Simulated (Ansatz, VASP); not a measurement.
## BeS in VASP and in Ansatz

```
CELL_PARAMETERS angstrom
2.94139 0.00000 0.00000
0.00000 2.94139 0.00000
0.00000 0.00000 2.94139
ATOMIC_POSITIONS crystal
Be 0.00000 0.00000 0.00000
S 0.50000 0.50000 0.50000
```

The cell was built by a generator and needn't be a form met in nature.

Alike in both runs: task single point; functional PBE; k mesh 6 × 6 × 6; occupations fermi-dirac, width 0.02 eV; no spin polarisation.

|  | VASP | Ansatz |
| --- | --- | --- |
| version | VASP 6.6.1 | Ansatz 0.2.0 |
| potentials or method | VASP PAW PBE potentials, release 64 (Be, S) | plane waves, PAW |
| plane-wave cutoff (eV) | 520 | 420 |
| valence electrons in the cell | 8 | 8 |

```tsv
	VASP	Ansatz	Ansatz less VASP
pressure (GPa)	-2.3	-2.2	+0.06
```

The functional is the same, so the differences come from potentials, cutoffs and numerics.
